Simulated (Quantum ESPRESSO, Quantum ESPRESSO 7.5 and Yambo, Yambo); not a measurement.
# Beyond one shot: AlN (honeycomb monolayer)

Wanted: G0W0 and self-consistent gaps of AlN (honeycomb monolayer), with the cost of the cycles.

Calculated with Quantum ESPRESSO 7.5 and Yambo 5.3.0; PBE and many-body steps on it, plane waves.

Most raw output is cut from this account.

### 1. Set-up

The cell holds 2 atoms: 1 Al and 1 N. Cell: a = 3.127 Å, b = 3.127 Å, c = 14.000 Å, α = 90.0°, β = 90.0°, γ = 120.0°. Vacuum lies along c.

The structure was relaxed with PBE. The runs that relaxed it are not among those shown.

### 2. Empty states on the mesh, 6×6×1 mesh, 59 bands

This step: Quantum ESPRESSO 7.5; DFT, PBE, plane waves, norm-conserving pseudopotentials.

The sums over transitions need many empty states on a uniform mesh; this step solves for them.

pw.in

```
&control
  calculation = 'nscf'
  prefix = 'x'
  outdir = 'o'
  pseudo_dir = 'pseudo'
/
&system
  ibrav = 0
  nat = 2
  ntyp = 2
  ecutwfc = 72.0
  nbnd = 59
  force_symmorphic = .true.
/
&electrons
  conv_thr = 1e-9
  electron_maxstep = 80
  diago_full_acc = .true.
  diago_thr_init = 5e-6
/
ATOMIC_SPECIES
  Al 26.982 Al.upf
  N 14.007 N.upf
CELL_PARAMETERS angstrom
  3.1271796065 -0.0000000001 0.0000000000
  -1.5635898031 2.7082169815 0.0000000000
  0.0000000000 0.0000000000 14.0000000000
ATOMIC_POSITIONS crystal
  Al 0.3333333333 0.6666666667 0.5000000000
  N 0.6666666667 0.3333333333 0.5000000000
K_POINTS automatic
  6 6 1 0 0 0
```

The run is started by

```
$ OMP_NUM_THREADS=1 mpirun -n 8 pw.x -nk 4 -in pw.in > pw.out
```

Run time: 3.2 s. Hardware: 8 MPI ranks of Arm Neoverse V2, shared host; peak memory 0.51 GiB; 25 s of CPU time.

Numbers from this step:

```
gap                                                           : 2.907 eV
k of the valence top                                          : 0.3333, 0.3333, 0
k of the conduction bottom                                    : 0, 0, 0
least direct gap                                              : 3.616 eV
k points computed                                             : 7
lowest point of the top converged band, above the valence top : 33.78 eV
```

On this mesh the gap is 2.907 eV.

The density comes from a self-consistent run that is not shown.

### 3. Conversion and set-up

This step: Yambo 5.3.0; conversion and set-up on PBE, plane waves, norm-conserving pseudopotentials.

The states are converted to the many-body program's format and the q mesh is built.

The run is started by

```
$ (cd o/x.save; p2y > p2y.log; mv SAVE ../..); yambo > setup.log
```

It took 2.2 s on 1 MPI rank; peak memory 0.25 GiB.

### 4. G0W0

Now the one-shot GW correction: screening in the RPA, then the self-energy of the levels asked for.

This step: G0W0 on PBE, plane waves, norm-conserving pseudopotentials.

gw1.in

```
HF_and_locXC
gw0
dyson
ppa
em1d
rim_cut
rim_w
RandQpts= 3000000
RandGvec= 100 RL
CUTGeo= "slab z"
RandGvecW= 9 RL
EXXRLvcs= 72 Ry
VXCRLvcs= 288 Ry
Chimod= "HARTREE"
% BndsRnXp
 1 | 59 |
%
NGsBlkXp= 9.5 Ry
% LongDrXp
 1 | 1 | 0 |
%
% GbndRnge
 1 | 59 |
%
DysSolver= "n"
ExtendOut
PPAPntXp= 27.21138 eV
% QPkrange
 1 | 7 | 2 | 8 |
%
```

The run is started by

```
$ OMP_NUM_THREADS=1 mpirun -n 8 yambo -F gw1.in -J gw1 -C gw1 > gw1.log
```

Elapsed: 1.7 min, on 8 MPI ranks; peak memory 4.1 GiB.

This step gave:

```
G0W0 gap on the mesh                         : 5.058 eV
starting gap on the mesh                     : 2.907 eV
k of the valence top                         : 0.3333, 0.3333, 0
k of the conduction bottom                   : 0, 0, 0
least direct G0W0 gap on the computed points : 5.670 eV
Z at the valence top                         : 0.7905
Z at the conduction bottom                   : 0.8662
```

The gap on the mesh goes from 2.91 eV to 5.06 eV, a correction of +2.15 eV.

### 5. evGW0, cycle 1

This step: evGW0 on PBE, plane waves, norm-conserving pseudopotentials.

gw2.in, as its differences from gw1.in of step 4:

```diff
@@ -30 +30,2 @@
 %
+GfnQPdb= "E < ./gw1/ndb.QP"
```

The run is started by

```
$ OMP_NUM_THREADS=1 mpirun -n 8 yambo -F gw2.in -J gw2,gw1_W -C gw2 > gw2.log
```

The job ended after 80 s (8 MPI ranks; peak memory 3 GiB; 11 min of CPU time).

Numbers from this step:

| Property | Result |
| --- | --- |
| quasiparticle gap on the mesh | 5.273 eV |
| gap of the density functional on the mesh | 2.907 eV |
| k of the valence top | 0.3333, 0.3333, 0 |
| k of the conduction bottom | 0, 0, 0 |
| least direct quasiparticle gap on the computed points | 5.887 eV |
| Z at the valence top | 0.7973 |
| Z at the conduction bottom | 0.8891 |

Against G0W0 in Yambo (6×6×1 mesh, 59 bands, screening to 129.3 eV, Godby-Needs plasmon pole), the gap moves by +0.215 eV.

The program's own table gives 5.512 eV, which is too large where the input levels are shifted: this version takes Σc at the unshifted level E₀, yet steps from the shifted one. The value above is the Newton step from E₀, E₀ + Z(Σc + Σx − Vxc), rebuilt from the printed columns.

### 6. evGW0, cycle 2

The corrected levels of the last cycle go back in.

gw3.in, as its differences from gw2.in of step 5:

```diff
@@ -30,2 +30,2 @@
 %
-GfnQPdb= "E < ./gw1/ndb.QP"
+GfnQPdb= "E < ./gw2_fix/ndb.QP"
```

The run is started by

```
$ OMP_NUM_THREADS=1 mpirun -n 8 yambo -F gw3.in -J gw3,gw1_W -C gw3 > gw3.log
```

It took 80 s on 8 MPI ranks; peak memory 3 GiB; 11 min of CPU time.

Numbers from this step:

- quasiparticle gap on the mesh: 5.292 eV
- gap of the density functional on the mesh: 2.907 eV
- k of the valence top: 0.3333, 0.3333, 0
- k of the conduction bottom: 0, 0, 0
- least direct quasiparticle gap on the computed points: 5.909 eV

Against the cycle before, the gap moves by +0.019 eV.

The program's own table gives 5.550 eV, which is too large where the input levels are shifted: this version takes Σc at the unshifted level E₀, yet steps from the shifted one. The value above is the Newton step from E₀, E₀ + Z(Σc + Σx − Vxc), rebuilt from the printed columns.

### 7. evGW0, cycle 3

gw4.in, as its differences from gw3.in of step 6:

```diff
@@ -30,2 +30,2 @@
 %
-GfnQPdb= "E < ./gw2_fix/ndb.QP"
+GfnQPdb= "E < ./gw3_fix/ndb.QP"
```

The run is started by

```
$ OMP_NUM_THREADS=1 mpirun -n 8 yambo -F gw4.in -J gw4,gw1_W -C gw4 > gw4.log
```

Wall time 81 s (8 MPI ranks); peak memory 3 GiB; 11 min of CPU time.

This step gave:

- quasiparticle gap on the mesh: 5.293 eV
- gap of the density functional on the mesh: 2.907 eV
- k of the valence top: 0.3333, 0.3333, 0
- k of the conduction bottom: 0, 0, 0
- least direct quasiparticle gap on the computed points: 5.911 eV

Against the cycle before, the gap moves by +0.002 eV.

The program's own table gives 5.553 eV, which is too large where the input levels are shifted: this version takes Σc at the unshifted level E₀, yet steps from the shifted one. The value above is the Newton step from E₀, E₀ + Z(Σc + Σx − Vxc), rebuilt from the printed columns.

### 8. evGW, cycle 1

This step: evGW on PBE, plane waves, norm-conserving pseudopotentials.

gw5.in, as its differences from gw4.in of step 7:

```diff
@@ -30,2 +30,3 @@
 %
-GfnQPdb= "E < ./gw3_fix/ndb.QP"
+GfnQPdb= "E < ./gw1/ndb.QP"
+XfnQPdb= "E < ./gw1/ndb.QP"
```

The run is started by

```
$ OMP_NUM_THREADS=1 mpirun -n 8 yambo -F gw5.in -J gw5 -C gw5 > gw5.log
```

Wall time 1.7 min (8 MPI ranks); peak memory 4.1 GiB; 13 min of CPU time.

Numbers from this step:

| Item | Value |
| --- | --- |
| quasiparticle gap on the mesh | 5.712 eV |
| gap of the density functional on the mesh | 2.907 eV |
| k of the valence top | 0.3333, 0.3333, 0 |
| k of the conduction bottom | 0, 0, 0 |
| least direct quasiparticle gap on the computed points | 6.341 eV |

Against G0W0 in Yambo (6×6×1 mesh, 59 bands, screening to 129.3 eV, Godby-Needs plasmon pole), the gap moves by +0.654 eV.

The program's own table gives 5.909 eV, which is too large where the input levels are shifted: this version takes Σc at the unshifted level E₀, yet steps from the shifted one. The value above is the Newton step from E₀, E₀ + Z(Σc + Σx − Vxc), rebuilt from the printed columns.

### 9. evGW, cycle 2

gw6.in, as its differences from gw5.in of step 8:

```diff
@@ -30,3 +30,3 @@
 %
-GfnQPdb= "E < ./gw1/ndb.QP"
-XfnQPdb= "E < ./gw1/ndb.QP"
+GfnQPdb= "E < ./gw5_fix/ndb.QP"
+XfnQPdb= "E < ./gw5_fix/ndb.QP"
```

The run is started by

```
$ OMP_NUM_THREADS=1 mpirun -n 8 yambo -F gw6.in -J gw6 -C gw6 > gw6.log
```

The job ended after 1.7 min (8 MPI ranks; peak memory 4.1 GiB; 14 min of CPU time).

Numbers from this step:

```yaml
quasiparticle_gap_on_the_mesh: 5.869 eV
gap_of_the_density_functional_on_the_mesh: 2.907 eV
k_of_the_valence_top: 0.3333, 0.3333, 0
k_of_the_conduction_bottom: 0, 0, 0
least_direct_quasiparticle_gap_on_the_computed_points: 6.514 eV
```

Against the cycle before, the gap moves by +0.157 eV.

The program's own table gives 6.103 eV, which is too large where the input levels are shifted: this version takes Σc at the unshifted level E₀, yet steps from the shifted one. The value above is the Newton step from E₀, E₀ + Z(Σc + Σx − Vxc), rebuilt from the printed columns.

### 10. evGW, cycle 3

gw7.in, as its differences from gw6.in of step 9:

```diff
@@ -30,3 +30,3 @@
 %
-GfnQPdb= "E < ./gw5_fix/ndb.QP"
-XfnQPdb= "E < ./gw5_fix/ndb.QP"
+GfnQPdb= "E < ./gw6_fix/ndb.QP"
+XfnQPdb= "E < ./gw6_fix/ndb.QP"
```

The run is started by

```
$ OMP_NUM_THREADS=1 mpirun -n 8 yambo -F gw7.in -J gw7 -C gw7 > gw7.log
```

It took 1.7 min on 8 MPI ranks; peak memory 4.1 GiB.

This step gave:

* quasiparticle gap on the mesh: 5.905 eV
* gap of the density functional on the mesh: 2.907 eV
* k of the valence top: 0.3333, 0.3333, 0
* k of the conduction bottom: 0, 0, 0
* least direct quasiparticle gap on the computed points: 6.555 eV

Against the cycle before, the gap moves by +0.036 eV.

The program's own table gives 6.147 eV, which is too large where the input levels are shifted: this version takes Σc at the unshifted level E₀, yet steps from the shifted one. The value above is the Newton step from E₀, E₀ + Z(Σc + Σx − Vxc), rebuilt from the printed columns.

### 11. evGW, cycle 4

gw8.in, as its differences from gw7.in of step 10:

```diff
@@ -30,3 +30,3 @@
 %
-GfnQPdb= "E < ./gw6_fix/ndb.QP"
-XfnQPdb= "E < ./gw6_fix/ndb.QP"
+GfnQPdb= "E < ./gw7_fix/ndb.QP"
+XfnQPdb= "E < ./gw7_fix/ndb.QP"
```

The run is started by

```
$ OMP_NUM_THREADS=1 mpirun -n 8 yambo -F gw8.in -J gw8 -C gw8 > gw8.log
```

Wall time 1.7 min (8 MPI ranks); peak memory 4.1 GiB.

Numbers from this step:

- quasiparticle gap on the mesh: 5.914 eV
- gap of the density functional on the mesh: 2.907 eV
- k of the valence top: 0.3333, 0.3333, 0
- k of the conduction bottom: 0, 0, 0
- least direct quasiparticle gap on the computed points: 6.565 eV

Against the cycle before, the gap moves by +0.008 eV.

The program's own table gives 6.157 eV, which is too large where the input levels are shifted: this version takes Σc at the unshifted level E₀, yet steps from the shifted one. The value above is the Newton step from E₀, E₀ + Z(Σc + Σx − Vxc), rebuilt from the printed columns.

### 12. The runs together

Times are wall times on 8 MPI ranks of Arm Neoverse V2, shared host, good to a factor of about two.

```
           run   mesh  bands  screening cutoff (eV)  DFT gap (eV)  gap on the mesh (eV)  direct (eV)     time
          G0W0  6×6×1     59                  129.3         2.907                 5.058        5.670  1.7 min
evGW0, cycle 1  6×6×1     59                  129.3         2.907                 5.273        5.887     80 s
evGW0, cycle 2  6×6×1     59                  129.3         2.907                 5.292        5.909     80 s
evGW0, cycle 3  6×6×1     59                  129.3         2.907                 5.293        5.911     81 s
 evGW, cycle 1  6×6×1     59                  129.3         2.907                 5.712        6.341  1.7 min
 evGW, cycle 2  6×6×1     59                  129.3         2.907                 5.869        6.514  1.7 min
 evGW, cycle 3  6×6×1     59                  129.3         2.907                 5.905        6.555  1.7 min
 evGW, cycle 4  6×6×1     59                  129.3         2.907                 5.914        6.565  1.7 min
```

### 13. What came out

```json
{
  "G0W0": "5.058 eV",
  "evGW0, cycle 1": "5.273 eV",
  "evGW0, cycle 2": "5.292 eV",
  "evGW0, cycle 3": "5.293 eV",
  "evGW, cycle 1": "5.712 eV",
  "evGW, cycle 2": "5.869 eV",
  "evGW, cycle 3": "5.905 eV",
  "evGW, cycle 4": "5.914 eV",
  "known limits": "not at the basis limit"
}
```

evGW0 ends at 5.29 eV, +0.24 eV from G0W0, after 3 cycles that took 4 min beside the first screening; the last moved the gap by 0.002 eV. evGW ends at 5.91 eV, +0.86 eV from G0W0, after 4 cycles that took 6.8 min beside the first screening; the last moved the gap by 0.008 eV. Bands and cutoff are finite, so the gap is not at the basis limit. The miss can reach some tenths of an eV and take either sign; the mesh is an error of its own.

[Paths, hosts, dates, memory and timing lines, banners, echoed tables and standing remarks are left out of the program output.]

[Logs are printed without paths, hosts, clocks, repeated set-up lines and the standing remarks that a program may print on its own settings, such as how far it seeks lower states.]

[Runs of the session that timed out or met a known fault of the program may be left out.]

[Hosts, paths, dates, database ids (printed as entryN), source tags and the programs' standing remarks are cut or masked in the printed files.]
